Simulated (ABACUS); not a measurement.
Sn:

```
Sn
1.0
    -2.94014    2.94014    1.59930
     2.94014   -2.94014    1.59930
     2.94014    2.94014   -1.59930
Sn
2
Cartesian
  0.0000 0.0000 0.0000
  0.0000 2.9401 0.7997
```

```yaml
Program: ABACUS 3.10.1
Task: single point
Functional: PBE
Potentials_or_basis: PseudoDojo NC SR 0.4.1 PBE standard
Cutoff: 993 eV
Density_cutoff: 3973 eV
Basis: plane waves
k_mesh: 9 × 9 × 9
Occupations: fermi-dirac, width 0.05 eV
Spin: no spin polarisation
```

On this cell: pressure 1.5 GPa; largest force under 0.003 eV/Å; band gap on the k mesh none (metal or under the smearing width).

The same run follows on a disturbed copy (atoms moved at random, drawn with an rms of 0.05 Å):

```
Sn
1.0
    -2.94014    2.94014    1.59930
     2.94014   -2.94014    1.59930
     2.94014    2.94014   -1.59930
Sn
2
Direct
  0.00707 0.99527 0.98770
  0.74919 0.24451 0.49911
```

What changes?

The energy (extrapolated to zero smearing) moves by +2.8 meV/atom; pressure 1.5 GPa; largest force 0.192 eV/Å; band gap on the k mesh none (metal or under the smearing width).

Forces in eV/Å, atoms in the order of the input:
```
Sn   0.186  0.048 -0.006
Sn  -0.186 -0.048  0.006
```

Stress tensor (GPa, compression positive):
```
 1.55 -0.02  0.32
-0.02  1.87 -0.08
 0.32 -0.08  1.15
```
